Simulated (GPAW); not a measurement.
# TiB2 (P6/mmm) in GPAW: tuning use of symmetry

Aim: find the choice of use of symmetry that runs TiB2 fastest, at LDA. This setting moves, with any that are tied to it; all else stays.

Program: GPAW 26.7.0. These are calculated values, not measurements. Logs are shortened: lines on timing, memory, paths and dates and some standing lists are left out, and cuts for length are marked. The log counts tension as positive stress, the text compression.

## (1) The structure

Symmetry: P6/mmm, No. 191, hexagonal system. Conventional cell: a = 3.029 Å, b = 3.029 Å, c = 3.228 Å, α = 90.00°, β = 90.00°, γ = 120.00°. Ti (site symmetry 6/mmm) has 12 B at 2.38 Å as nearest neighbours. B (site symmetry -6m2) has 3 B at 1.75 Å as nearest neighbours.

## (2) With use of symmetry default

run.py reads:

```python
from ase.dft.bandgap import bandgap
from ase.io import read, write
from ase.units import GPa
from gpaw import GPAW, PW

atoms = read('TiB2.xyz')

calc = GPAW(mode=PW(800),
            xc='LDA',
            kpts={'size': (8, 8, 6), 'gamma': True},
            occupations={'name': 'fermi-dirac', 'width': 0.05},
            nbands=20,
            convergence={'density': 1e-05, 'energy': 1e-05},
            maxiter=100,
            txt='gpaw.txt')
atoms.calc = calc
energy = atoms.get_potential_energy()
forces = atoms.get_forces()
stress = atoms.get_stress()
calc.write('gs.gpw')
write('result.traj', atoms)
print(f'Energy: {energy:.6f} eV')
print('Forces (eV/A):')
print(forces.round(4))
print('Stress (GPa):', (stress / GPa).round(3))
print('Fermi level:', round(calc.get_fermi_level(), 4), 'eV')
print(f'Gap: {bandgap(calc)[0]:.4f} eV, direct: {bandgap(calc, direct=True)[0]:.4f} eV')
```

TiB2.xyz reads:

```xyz
3
Lattice="3.0292000000 0.0000000000 0.0000000000 -1.5146000000 2.6233641531 0.0000000000 0.0000000000 0.0000000000 3.2284000000" Properties=species:S:1:pos:R:3 pbc="T T T"
Ti     0.0000000000      0.0000000000      0.0000000000
B      1.5146000002      0.8744547176      1.6142000000
B     -0.0000000002      1.7489094355      1.6142000000
```

Potentials or basis: the program's PAW data sets (release 1.2.1) made for this functional, pw.

Run with:

```console
OMP_NUM_THREADS=1 python run.py
```

gpaw.txt:

```text
__  _  _
 | _ |_)|_||  |
 |__||  | ||/\| - 26.7.0

Input parameters:
  mode=PW(ecut=800.0),
  convergence={'density': 1e-05, 'energy': 1e-05},
  kpts=MonkhorstPack(size=(8, 8, 6), gamma=True),
  maxiter=100,
  nbands=20,
  occupations=Occupations(name='fermi-dirac', width=0.05),
  xc=XC(name='LDA')

Diagonalizing LCAO Hamiltonian
Converting LCAO to pw mode

         B  B

       Ti

Atoms  # Å, Bohr magnetons
|   | symbol |         x |        y |        z |    initial magnetic moments |
|---|--------|-----------|----------|----------|-----------------------------|
| 0 |     Ti |  0.000000 | 0.000000 | 0.000000 | ( 0.0000,  0.0000,  0.0000) |
| 1 |      B |  1.514600 | 0.874455 | 1.614200 | ( 0.0000,  0.0000,  0.0000) |
| 2 |      B | -0.000000 | 1.748909 | 1.614200 | ( 0.0000,  0.0000,  0.0000) |

Unit cell  # Å
| periodic |         x |        y |        z |  lengths |     angles |
|----------|-----------|----------|----------|----------|------------|
|      yes |  3.029200 | 0.000000 | 0.000000 | 3.029200 |  90.000000 |
|      yes | -1.514600 | 2.623364 | 0.000000 | 3.029200 |  90.000000 |
|      yes |  0.000000 | 0.000000 | 3.228400 | 3.228400 | 120.000000 |

Number of symmetries: 24
Symmetry operations  # r_c * U_cc + t_c -> r_c
|    | kind |            matrix            |
|----|------|------------------------------|
|  0 |  σ   |  1, 1, 0,  0,-1, 0,  0, 0, 1 |
|  1 |  C2  |  1, 1, 0,  0,-1, 0,  0, 0,-1 |
|  2 |  C6  |  1, 1, 0, -1, 0, 0,  0, 0, 1 |
|  3 |  S6  |  1, 1, 0, -1, 0, 0,  0, 0,-1 |
|  4 |  E   |  1, 0, 0,  0, 1, 0,  0, 0, 1 |
|  5 |  σ   |  1, 0, 0,  0, 1, 0,  0, 0,-1 |
|  6 |  σ   |  1, 0, 0, -1,-1, 0,  0, 0, 1 |
|  7 |  C2  |  1, 0, 0, -1,-1, 0,  0, 0,-1 |
|  8 |  σ   |  0, 1, 0,  1, 0, 0,  0, 0, 1 |
|  9 |  C2  |  0, 1, 0,  1, 0, 0,  0, 0,-1 |
| 10 |  C3  |  0, 1, 0, -1,-1, 0,  0, 0, 1 |
| 11 |  S3  |  0, 1, 0, -1,-1, 0,  0, 0,-1 |
| 12 |  C6  |  0,-1, 0,  1, 1, 0,  0, 0, 1 |
| 13 |  S6  |  0,-1, 0,  1, 1, 0,  0, 0,-1 |
| 14 |  σ   |  0,-1, 0, -1, 0, 0,  0, 0, 1 |
| 15 |  C2  |  0,-1, 0, -1, 0, 0,  0, 0,-1 |
| 16 |  σ   | -1, 0, 0,  1, 1, 0,  0, 0, 1 |
| 17 |  C2  | -1, 0, 0,  1, 1, 0,  0, 0,-1 |
| 18 |  C2  | -1, 0, 0,  0,-1, 0,  0, 0, 1 |
| 19 |  i   | -1, 0, 0,  0,-1, 0,  0, 0,-1 |
| 20 |  C3  | -1,-1, 0,  1, 0, 0,  0, 0, 1 |
| 21 |  S3  | -1,-1, 0,  1, 0, 0,  0, 0,-1 |
| 22 |  σ   | -1,-1, 0,  0, 1, 0,  0, 0, 1 |
| 23 |  C2  | -1,-1, 0,  0, 1, 0,  0, 0,-1 |

BZ-sampling:
  Number of BZ points: 384
  Number of IBZ points: 40

  Monkhorst-Pack size: [8, 8, 6]
  Monkhorst-Pack shift: [0.0625, 0.0625, 0.08333333333333333]

K-points  # in reciprocal-cell coordinates
|     |                                coordinates |     weight |
|-----|--------------------------------------------|------------|
|   0 | (  0.00000000,   0.00000000,   0.00000000) | 0.00260417 |
|   1 | (  0.00000000,   0.00000000,   0.16666667) | 0.00520833 |
|   2 | (  0.00000000,   0.00000000,   0.33333333) | 0.00520833 |
|   3 | (  0.00000000,   0.00000000,   0.50000000) | 0.00260417 |
|   4 | (  0.12500000,   0.00000000,   0.00000000) | 0.01562500 |
|   5 | (  0.12500000,   0.00000000,   0.16666667) | 0.03125000 |
|   6 | (  0.12500000,   0.00000000,   0.33333333) | 0.03125000 |
|   7 | (  0.12500000,   0.00000000,   0.50000000) | 0.01562500 |
|   8 | (  0.25000000,  -0.12500000,   0.00000000) | 0.01562500 |
|   9 | (  0.25000000,  -0.12500000,   0.16666667) | 0.03125000 |
| ... |                                            |            |
|  39 | (  0.50000000,   0.50000000,   0.50000000) | 0.00781250 |

Plane wave coefficients: 1334
Cutoff: 800.0 eV

Spin-components: 1 (collinear spins)
Bands:           20
Projectors:      16
Spin-degeneracy: 2
Datatype:        complex128

Parallelization:
  kpt:    1
  domain: 1
  band:   1

Density:
  Valence electrons: 18.0
  Components: 1
  Grid points: [20 20 24]
  Charge: 0.0  # |e|

Potential:
  Grid points: [20 20 24]

species:
  Ti:
    name:    Titanium
    Z:       22.0
    valence: 12
    core:    10
    charge:  0.0  # [|e|]
    compensation charges:
      type: gauss
      rc: 0.38  # [Å]
      lmax: 2
    cutoffs:
      filter: 2.23  # [Å]
      core: 1.02  # [Å]
    projectors
    | kind |    occ | energy [eV] | rcut [Å] |
    |------|--------|-------------|----------|
    |   3s |  2.000 |     -62.257 |    1.270 |
    |   4s |  2.000 |      -4.593 |    1.270 |
    |   3p |  6.000 |     -38.791 |    1.058 |
    |   4p |  0.000 |      -1.536 |    1.058 |
    |   3d |  2.000 |      -4.463 |    1.058 |
    |    d |        |      22.748 |    1.058 |

    Using partial waves for Ti as LCAO basis

  B:
    name:    Boron
    Z:       5.0
    valence: 3
    core:    2
    charge:  0.0  # [|e|]
    compensation charges:
      type: gauss
      rc: 0.20  # [Å]
      lmax: 2
    cutoffs:
      filter: 1.14  # [Å]
      core: 1.42  # [Å]
    projectors
    | kind |    occ | energy [eV] | rcut [Å] |
    |------|--------|-------------|----------|
    |   2s |  2.000 |      -9.383 |    0.635 |
    |   2p |  1.000 |      -3.714 |    0.635 |
    |    s |        |      17.828 |    0.635 |
    |    p |        |      23.498 |    0.635 |
    |    d |        |       0.000 |    0.635 |

    Using partial waves for B as LCAO basis

Reference energy: -24499.177627  # eV

eigensolver:
  PPCG
  Converge bands: occupied
  niter=2

density mixing:
  MSR1-Mixer
  Pratt-step length: 0.05
  Maximum mixing coefficient: 0.75
  Old densities: 10
  SVD Regularization: 0.005
  Good broyden scale: 1.0
  Trust region scale: 1.0
  Backstep threshold: 4.0
  History deletion threshold: 6.0
  Fourier metric: weight=20.0, sigma=0.015

occupation numbers:
  Fermi-Dirac:
    width: 0.0500  # eV

poisson solver:
  ecut: 6400.0  # eV

xc functional:
  name: None

convergence criteria:
- Maximum integral of absolute [dens]ity change: 1e-05 electrons / valence electron
- Maximum [total energy] change in last 3 cyles: 1e-05 eV / valence electron
- Maximum integral of absolute [eigenst]ate change: 4e-08 eV^2 / valence electron
maximum number of iterations: 100

SCF iterations
|iter     | |      energy | eigst |  dens |
|---------|-|-------------|-------|-------|
|iter:   1| |  -27.671368 | +0.23 |       |
|iter:   2| |  -27.085525 | -2.33 | -0.92 |
|iter:   3| |  -25.839335 | -1.22 | -0.99 |
|iter:   4| |  -25.824672 | -2.61 | -1.71 |
|iter:   5| |  -25.831783 | -3.14 | -2.01 |
|iter:   6| |  -25.831896 | -4.10 | -2.56 |
|iter:   7| |  -25.831904c| -5.38 | -3.17 |
|iter:   8| |  -25.831904c| -7.11 | -4.04 |
|iter:   9| |  -25.831904c| -7.45c| -4.70 |
|iter:  10| |  -25.831904c| -8.15c| -5.30c|

Converged in 10 steps
Energy contributions relative to reference atoms: (reference = -24499.177627)

Energy contributions:
  Kinetic:          19.808303
  Coulomb:         -17.894565
  Zero:              0.017534
  External:          0.000000
  Xc:              -27.762563
  Entropy:          -0.001225
  Spinorbit:         0.000000
  ----------------------------
  Free energy:     -25.832517
  Extrapolated:    -25.831904

dipole moment: (-4.840770, -8.384460, -10.318199)  # |e|*Ang

Fermi level: 11.256
Eigenvalues  # (at kpt = [0.000, 0.000, 0.000])
| band index |      eig [eV] | occ [0-2] |
|------------|---------------|-----------|
|          0 |       -45.156 |     2.000 |
|          1 |       -21.844 |     2.000 |
|          2 |       -21.517 |     2.000 |
|          3 |       -21.517 |     2.000 |
|          4 |        -2.137 |     2.000 |
|          5 |         8.580 |     2.000 |
[... 9 lines left out ...]
|         15 |        18.263 |     0.000 |
|         16 |        20.346 |     0.000 |
|        ... |               |           |
|         19 |        35.244 |     0.000 |

No gap
No difference between direct/indirect transitions

Forces  # eV/Ang
|        x |        y |       z |
|----------|----------|---------|
| -0.00000 | -0.00000 | 0.00000 |  # Ti   0
|  0.00000 |  0.00000 | 0.00000 |  # B    1
|  0.00000 | -0.00000 | 0.00000 |  # B    2

Stress tensor  # eV/Ang^3
|         x |         y |        z |
|-----------|-----------|----------|
|  0.065211 | -0.000000 | 0.000000 |
| -0.000000 |  0.065211 | 0.000000 |
|  0.000000 |  0.000000 | 0.074164 |

# Writing to gs.gpw (mode='')
```

It took 28 s on 1 thread of Arm Neoverse N1, host not shared; peak memory 0.16 GiB.

What came out:

```yaml
Free_energy: -25.8325 eV
Pressure: -10.9 GPa
Band_gap_on_the_k_mesh: none (metal or under the smearing width)
```

## (3) With use of symmetry off

Edit run.py of step 2 so:

```diff
@@ -13,2 +13,3 @@
             convergence={'density': 1e-05, 'energy': 1e-05},
+            symmetry='off',
             maxiter=100,
```

TiB2.xyz is that of step 2.

Potentials or basis: the program's PAW data sets (release 1.2.1) made for this functional, pw.

Run with:

```console
OMP_NUM_THREADS=1 python run.py
```

It took 4 min on 1 thread of Arm Neoverse N1, host not shared; peak memory 0.41 GiB.

It converged, with:

```
Free energy            : -25.8325 eV
Pressure               : -10.9 GPa
Band gap on the k mesh : none (metal or under the smearing width)
```

## (4) With use of symmetry point_group=False

Edit run.py of step 3 so:

```diff
@@ -13,3 +13,3 @@
             convergence={'density': 1e-05, 'energy': 1e-05},
-            symmetry='off',
+            symmetry={'point_group': False},
             maxiter=100,
```

TiB2.xyz is that of step 3.

Run with:

```console
OMP_NUM_THREADS=1 python run.py
```

Run time: 2.1 min. Hardware: 1 thread of Arm Neoverse N1, host not shared; peak memory 0.27 GiB.

Results (log left out):

```yaml
Free_energy: -25.8325 eV
Pressure: -10.9 GPa
Band_gap_on_the_k_mesh: none (metal or under the smearing width)
```

## (5) With use of symmetry symmorphic=False

Edit run.py of step 4 so:

```diff
@@ -13,3 +13,3 @@
             convergence={'density': 1e-05, 'energy': 1e-05},
-            symmetry={'point_group': False},
+            symmetry={'symmorphic': False},
             maxiter=100,
```

TiB2.xyz is that of step 4.

Run with:

```console
OMP_NUM_THREADS=1 python run.py
```

Run time: 28 s. Hardware: 1 thread of Arm Neoverse N1, host not shared; peak memory 0.16 GiB.

Results (log left out):

* Free energy: -25.8325 eV
* Pressure: -10.9 GPa
* Band gap on the k mesh: none (metal or under the smearing width)

## (6) With use of symmetry time_reversal=False

Edit run.py of step 5 so:

```diff
@@ -13,3 +13,3 @@
             convergence={'density': 1e-05, 'energy': 1e-05},
-            symmetry={'symmorphic': False},
+            symmetry={'time_reversal': False},
             maxiter=100,
```

TiB2.xyz is that of step 5.

Potentials or basis: the program's PAW data sets (release 1.2.1) made for this functional, pw.

Run with:

```console
OMP_NUM_THREADS=1 python run.py
```

Run time: 28 s. Hardware: 1 thread of Arm Neoverse N1, host not shared; peak memory 0.16 GiB.

The run converged. Its results:

```
Free energy            : -25.8325 eV
Pressure               : -10.9 GPa
Band gap on the k mesh : none (metal or under the smearing width)
```

## (7) The series at a glance

```
    use of symmetry  energy less the last converged row (meV/atom)  SCF cycles  wall time (s)  peak memory (GiB)
            default                                           0.00          10             28               0.16
                off                                           0.00          10            240               0.41
  point_group=False                                           0.00          10            120               0.27
   symmorphic=False                                           0.00          10             28               0.16
time_reversal=False                                           0.00          10             28               0.16
```

Fastest here: default (28 s), level within noise with symmorphic=False, time_reversal=False; slowest of those that converged: off (240 s). These are single runs, one after another on one machine, so differences under about a fifth mean little.
